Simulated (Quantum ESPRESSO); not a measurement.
Si2Mo under changes of volume

One of the cells (13.313 Å³/atom); the others are scaled copies at fixed shape and fractional positions:

```
Mo Si
1.0
     4.58547    0.00000    0.00000
    -2.29274    3.97113    0.00000
     0.00000    0.00000    6.57976
Mo Si
3 6
Direct
  0.50000 0.50000 0.83333
  0.00000 0.50000 0.16667
  0.50000 0.00000 0.50000
  0.16387 0.32775 0.50000
  0.67225 0.83613 0.16667
  0.83613 0.16387 0.83333
  0.83613 0.67225 0.50000
  0.32775 0.16387 0.16667
  0.16387 0.83613 0.83333
```

Measurements of this composition are mostly on another form, of space group No. 139.

| Quantity | Value |
| --- | --- |
| Program | Quantum ESPRESSO 7.5 |
| Functional | PBEsol |
| Potentials or basis | GBRV 1.5 PBEsol |
| Cutoff | 612 eV |
| Density cutoff | 4898 eV |
| k mesh | 7 × 7 × 4 |
| Occupations | fermi-dirac, width 0.05 eV |
| Spin | no spin polarisation |

```csv
volume (Å³/atom),energy over the lowest point (meV/atom),pressure (GPa),gap on the mesh (eV),largest force (eV/Å)
12.514,27.76,13.4,0.24,0.021
12.780,9.93,7.8,0.25,0.028
13.046,?,?,?,?
13.313,0.00,-1.8,0.26,0.041
13.579,6.17,-5.9,0.26,0.048
13.845,18.75,-9.6,0.26,0.054
14.111,37.07,-12.8,0.26,0.061
```

What does the run at 13.046 Å³/atom give?

Energy over the lowest point 0.98 meV/atom; pressure 2.7 GPa; gap on the mesh 0.25 eV; largest force 0.035 eV/Å.

Worked out: A Birch-Murnaghan fit of order 3 (a polynomial in V^(-2/3)) to the other rows has its minimum at 13.21 Å³/atom with B0 = V·E''(V) = 222 GPa and B' = 4.4 at fixed shape and positions, which overstates the stiffness. It gives 0.98 meV/atom at 13.046 Å³/atom, against the run's 0.98, and -dE/dV = 2.9 GPa, against 2.7. A straight line through the other rows of the gap, of slope 0.159 eV per unit of ln V, gives 0.25 eV, against the run's 0.25.

Energies are extrapolated to zero smearing.

Caveats: an odd mesh through Γ misses points on the zone boundary, where band edges often lie. Spin-orbit coupling on Mo is left out.
